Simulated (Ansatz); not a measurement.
AlSb:
```yaml
crystal:
  lattice:
    - [0.00000, 3.05355, 3.05355]
    - [3.05355, 0.00000, 3.05355]
    - [3.05355, 3.05355, 0.00000]
  atoms:
    - { symbol: Sb, position: [0.75000, 0.75000, 0.75000] }
    - { symbol: Al, position: [0.00000, 0.00000, 0.00000] }
```

Tensor components refer to the Cartesian frame of this cell.

Question: Give the proper piezoelectric stress tensor with relaxed ions from the program Ansatz at the LDA level (PAW).

Answer: In C/m², rows x, y, z, Voigt columns; mesh uncertainty up to 0.01.
```
0.00  0.00  0.00  0.08  0.00  0.00
0.00  0.00  0.00  0.00  0.08  0.00
0.00  0.00  0.00  0.00  0.00  0.08
```

The elastic tensor of the same run (GPa):

```
84.4  42.6  42.6   0.0   0.0   0.0
42.6  84.4  42.6   0.0   0.0   0.0
42.6  42.6  84.4   0.0   0.0   0.0
 0.0   0.0   0.0  38.8   0.0   0.0
 0.0   0.0   0.0   0.0  38.8   0.0
 0.0   0.0   0.0   0.0   0.0  38.8
```

Question: Convert to strain constants d = e·S.

Answer: In pC/N:
```
0.0  0.0  0.0  2.1  0.0  0.0
0.0  0.0  0.0  0.0  2.1  0.0
0.0  0.0  0.0  0.0  0.0  2.1
```

Space group F-43m (zinc blende). The LDA relaxation kept the symmetry of its start; of distortions, only those at the zone centre were tested. Spin–orbit coupling is left out wherever it is not named.

Potentials: the later of the program's two PAW sets.
